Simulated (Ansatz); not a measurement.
## TePb (Fm-3m), stationary points along a deformation path

All numbers below come from DFT PBEsol, scalar-relativistic, plane waves, PAW (Ansatz 0.2.0). Cutoff 420 eV, Γ-centred 8×8×8 k-points, Gaussian smearing of 0.05 eV. Spin–orbit coupling is left out, which matters for the heavy elements here. No spin polarisation. Energies are free energies at this smearing, counted from the undisturbed cell; pressure is positive in compression.

Zero of the scan (as given, not relaxed at this level; it stands at -0.2 GPa):

```
Te Pb
1.0
     0.00000    3.22700    3.22700
     3.22700    0.00000    3.22700
     3.22700    3.22700    0.00000
Te Pb
1 1
Direct
  0.50000 0.50000 0.50000
  0.00000 0.00000 0.00000
```

At fixed volume and fractional coordinates, lengths along (0.000, 0.000, 1.000) are scaled against those across it; ρ is that ratio over its starting value. V = 33.604 Å³/atom. Δσ is the stress along the axis less the mean stress across it (compression positive).

```
    ρ  ΔE (meV/atom)  Δσ (GPa) space group
0.650         1894.7     74.25       I4/mmm
0.707         1185.5     51.87       I4/mmm
0.780          602.4     32.61       I4/mmm
0.850          264.5     24.05       I4/mmm
0.920           64.0     11.58       I4/mmm
0.960           14.5      5.22       I4/mmm
1.000            0.0      0.00        Fm-3m
1.050           18.5     -5.25       I4/mmm
1.100           66.6     -9.41       I4/mmm
1.200          218.1    -15.10       I4/mmm
1.300          406.4    -18.93       I4/mmm
1.414          648.9    -22.17       I4/mmm
1.500          842.1    -24.82       I4/mmm
```

Question: How does the stress give the slope of the energy, and where is the energy stationary?

Answer: Along the path d ln(length) is 2/3 d ln ρ on the axis and −1/3 d ln ρ across it, so dE/d ln ρ = −(2/3) V Δσ: the energy falls with ρ where Δσ is positive. Δσ vanishes or changes sign at ρ = 1.000 (Fm-3m), a minimum at 0.0 meV/atom. Pairs of stationary points between two samples would go unseen, and could change a minimum read from distant neighbours into a maximum. At ρ = 1.000 the cell is cubic, where symmetry alone makes the stress isotropic and the slope zero.

Question: Which shear constant sets the curvature at ρ = 1?

Answer: For a cubic crystal E/V = (2/3) C (ln ρ)² with C = C′ = (C11 − C12)/2, so Δσ = −2C ln ρ. The parabola of Δσ against ln ρ through ρ = 0.960, 1 and 1.050 gives C ≈ 59 GPa with the ions clamped, rough because the steps are large.

Question: Integrate that slope from ρ = 1 to 0.850 by the trapezoid rule.

Answer: With V/N in Å³ and 1 eV/Å³ = 160.2 GPa the slopes at ρ = 1.000, 0.960, 0.920, 0.850 are 0, -730, -1619, -3363 meV/atom per unit of ln ρ. The steps add 14.9 + 50.0 + 197.1 = 262.0 meV/atom, against 264.5 from the energies; the trapezoid rule misses the curvature of the slope within each step.

The gap closes along the scan, which can put kinks into the curve.